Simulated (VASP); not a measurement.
A run of VASP 6.6.1 is set up as follows.

The input INCAR:

```
SYSTEM = ZnS
  ALGO = Normal
  EDIFF = 1E-6
  ENCUT = 520
  GGA = PE
  ISIF = 2
  ISMEAR = -1
  LASPH = .TRUE.
  LCHARG = .FALSE.
  LREAL = .FALSE.
  LWAVE = .FALSE.
  NBANDS = 26
  NELM = 100
  PREC = Accurate
  SIGMA = 0.05
```

The input KPOINTS:

```
k-points
0
G
  8 8 5
  0 0 0
```

The input POSCAR:

```
ZnS
1.0
    3.7332026603      0.0000000000      0.0000000000
   -1.8666013302      3.2330483413      0.0000000000
    0.0000000000      0.0000000000      6.1067398017
Zn S
2 2
Direct
    0.6666666667      0.3333333333      0.5000000000
    0.3333333333      0.6666666667      0.0000000000
    0.6666666667      0.3333333333      0.8850000000
    0.3333333333      0.6666666667      0.3850000000
```

Potentials or basis: VASP PAW PBE potentials, release 64 (Zn, S).

Command:

```console
$ cat potpaw_PBE.64/Zn/POTCAR potpaw_PBE.64/S/POTCAR > POTCAR
$ mpirun -np 1 vasp_std > vasp.out
```

Problem. Estimate the band gap on the k mesh.

Solution. 2.55 eV, direct.

Problem. Estimate the pressure.

Solution. 8.1 GPa.

Stress tensor (GPa, compression positive):
```
9.16 0.00 0.00
0.00 9.16 0.00
0.00 0.00 6.07
```

**Experimental background.**

From a printed reference work, monograph, for a bulk crystal of ZnS at 4 K: band gap 3.911 eV (direct).

A measured gap of ZnS is 3.911 eV (direct; 4 K; a printed reference work, monograph); the calculated 2.55 eV misses it by -1.36 eV. The value is that of PBE, without temperature or zero-point motion. Semilocal functionals fall short of measured gaps as a rule.
